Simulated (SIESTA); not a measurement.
HfO2:

```
CELL_PARAMETERS angstrom
3.61685 0.00000 0.00000
1.80843 3.13229 0.00000
1.80843 1.04410 2.95315
ATOMIC_POSITIONS crystal
Hf 0.00000 0.00000 0.00000
O 0.75000 0.75000 0.75000
O 0.25000 0.25000 0.25000
```

Measurements of this composition are mostly on another form, of space group No. 14.

Base run:

```yaml
Program: SIESTA 5.4.2
Functional: vdW-DF
Potentials_or_basis: PseudoDojo 0.4 standard (PBE files)
Basis: DZP (energy shift 0.003 Ry; two zetas on semicore shells)
Grid_cutoff: 800 Ry
Energy_shift: 0.003 Ry
k_mesh: 9 × 9 × 9
Occupations: fermi-dirac, width 0.05 eV
Spin: no spin polarisation
```

Its results: band gap on the k mesh 3.78 eV, indirect (least direct gap 3.94 eV); pressure 5.7 GPa.

Question: After a change of settings the same cell gave: band gap on the k mesh 3.65 eV, indirect (least direct gap 3.77 eV); pressure -5.6 GPa. Which change was it?
A. functional from vdW-DF to vdW-DF-cx
B. functional from vdW-DF to optB88-vdW
C. functional from vdW-DF to vdW-DF2
D. functional from vdW-DF to VV10

Answer: A.

Caveats: short orbitals over semicore shells can move pressures by several GPa; the potentials were made for another functional, which shifts forces and pressure; spin-orbit coupling is left out, which moves the levels of the heavy elements; an odd mesh through Γ misses points on the zone boundary, where band edges often lie; the basis of atomic orbitals isn't converged, which shifts pressures, moduli and gaps.

Runs at the PBE level aren't shown here.
